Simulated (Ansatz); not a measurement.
Property card for Sr

Level of theory: DFT PBEsol, scalar-relativistic, plane waves, PAW (Ansatz 0.2.0).

Cutoff 420 eV; k points 12×12×12 on the computed 1-atom cell (Γ-centred); Gaussian smearing, width 0.10 eV; no spin polarisation.

The structure is relaxed at this level of theory with its symmetry kept.

```yaml
crystal:
  lattice:
    - [0.00000, 2.95792, 2.95792]
    - [2.95792, 0.00000, 2.95792]
    - [2.95792, 2.95792, 0.00000]
  atoms:
    - { symbol: Sr, position: [0.00000, 0.00000, 0.00000] }
```

Formation energy from the elements' standard states (uncorrected)?

0.000 eV/atom.

Density of states at the Fermi level?

0.25 states/eV per cell.

Bulk modulus?

12.8 GPa.

Its pressure derivative?

3.9.

Bader charges (e)?

Sr (1 in the cell) 0.00.